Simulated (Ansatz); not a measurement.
## C: equation of state with PBE

**Measured values to compare with.**

“Equation of state of cubic boron nitride at high pressures and temperatures”, 2007, arxiv:cond-mat/0702656 quotes, for a bulk crystal of C: bulk modulus 442 ± 5 GPa.

C:

```
C
1.0
     0.00000    1.78337    1.78337
     1.78337    0.00000    1.78337
     1.78337    1.78337    0.00000
C
2
Direct
  0.75000 0.75000 0.75000
  0.50000 0.50000 0.50000
```

This isn't the form of C at room conditions, which is graphite.

* Program: Ansatz 0.2.0
* Task: equation of state
* Functional: PBE
* Potentials or basis: Ansatz PAW
* Cutoff: 420 eV
* Density cutoff: 1680 eV
* k mesh: 13 × 13 × 13
* Occupations: fermi-dirac, width 0.05 eV
* Spin: no spin polarisation

```yaml
Equilibrium_volume: 5.70 Å³/atom
Bulk_modulus: 433 GPa
Pressure_derivative_of_the_bulk_modulus: 3.6
```

Energy against volume, from the lowest point:
```
volume (Å³/atom)  energy (meV/atom)
           5.332              34.65
           5.445              15.80
           5.558               4.51
           5.672               0.00
           5.785               1.76
           5.899               9.18
           6.012              21.80
```

All runs of the series together: 3.6 s on 2 threads of Arm Neoverse V1 (shared host).

Against the measured bulk modulus of C, 442 GPa (quoted in “Equation of state of cubic boron nitride at high pressures and temperatures”, 2007, arxiv:cond-mat/0702656), the calculated 433 GPa is off by -2.0 %. 3 values of this kind are on record (442 to 444.8 GPa); this one was drawn at random among those near their median, those with a stated uncertainty first. The fit is for a static lattice scaled at fixed shape and fixed fractional positions. The cell as given is a measured one (5.67 Å³/atom); PBE puts the equilibrium volume +0.4 % from it, thermal expansion not counted.
